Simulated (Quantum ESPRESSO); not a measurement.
**Ga under changes of volume**

One of the cells (17.718 Å³/atom); the others are scaled copies at fixed shape and fractional positions:

```xyz
1
Lattice="-1.3844 1.3844 2.3112 1.3844 -1.3844 2.3112 1.3844 1.3844 -2.3112" Properties=species:S:1:pos:R:3 pbc="T T T"
Ga    0.0000    0.0000    0.0000
```

This isn't the form of Ga at room conditions, which is orthorhombic.

| Item | Value |
| --- | --- |
| Program | Quantum ESPRESSO 7.5 |
| Functional | LDA |
| Potentials or basis | GBRV 1.5 LDA |
| Cutoff | 762 eV |
| Density cutoff | 6095 eV |
| k mesh | 13 × 13 × 13 |
| Occupations | fermi-dirac, width 0.05 eV |
| Spin | no spin polarisation |

```csv
volume (Å³/atom),energy over the lowest point (meV/atom),pressure (GPa)
16.655,2.24,1.6
17.010,0.00,0.1
17.364,0.99,-1.2
17.718,4.84,-2.4
18.073,?,?
18.427,19.58,-4.3
18.781,29.76,-5.1
```

Problem. What does the run at 18.073 Å³/atom give?

Solution. Energy over the lowest point 11.15 meV/atom; pressure -3.4 GPa.

Worked out: A Birch-Murnaghan fit of order 3 (a polynomial in V^(-2/3)) to the other rows has its minimum at 17.07 Å³/atom with B0 = V·E''(V) = 70 GPa and B' = 6.0 at fixed shape and positions, which overstates the stiffness. It gives 11.16 meV/atom at 18.073 Å³/atom, against the run's 11.15, and -dE/dV = -3.4 GPa, against -3.4.

Energies are extrapolated to zero smearing.
